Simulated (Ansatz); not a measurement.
# HfN and the effect of the pressure

The cell as given:

```
Hf N
1.0
     3.13391    0.00000    0.00000
    -1.56695    2.71404    0.00000
     0.00000    0.00000    5.41677
Hf N
2 2
Direct
  0.33333 0.66667 0.25000
  0.66667 0.33333 0.75000
  0.00000 0.00000 0.50000
  0.00000 0.00000 0.00000
```

The cell comes from a database or a generator and needn't be the stable form of this composition.

Kept alike: task relaxation of cell and atoms; functional PBEsol; k mesh 10 × 10 × 5; occupations fermi-dirac, width 0.05 eV; no spin polarisation. Program: Ansatz, Ansatz PAW, cutoff 420 eV. The mesh is that of the run's cell of 4 atoms. No spin-orbit coupling.

| pressure, P (GPa) | volume (Å³/atom) | first edge of the run's cell (Å) | third edge of the run's cell (Å) |
| --- | --- | --- | --- |
| 0 | 11.415 | 3.127 | 5.393 |
| 2 | 11.333 | 3.119 | 5.380 |
| 5 | 11.218 | 3.108 | 5.362 |
| 10 | 11.038 | 3.092 | 5.334 |
| 20 | 10.717 | 3.061 | 5.283 |
| 30 | 10.438 | 3.034 | 5.238 |

The relaxations keep at least the cell's symmetry (P6_3/mmc). For a metal such a mesh leaves the last digits unconverged. The runs follow the start's structure, whether or not it is the stable one at these pressures. Ansatz's relaxations hold a Pulay term in the stress (up to 0.6 GPa here). P is the pressure aimed at, which the runs meet within some hundredths to tenths of a GPa. All rows use potentials made for PBE.

What does the pressure change here?

The volume falls from 11.415 to 10.438 Å³/atom between 0 and 30 GPa. The volume falls ever more slowly, since the solid stiffens under load. At the pressures aimed at, which the runs meet within some tenths of a GPa, the step from 0 to 5 GPa gives a mean bulk modulus near 287 GPa, the last step 379 GPa. The first edge of the run's cell falls from 3.127 to 3.034 Å between 0 and 30 GPa. The third edge of the run's cell falls from 5.393 to 5.238 Å between 0 and 30 GPa.
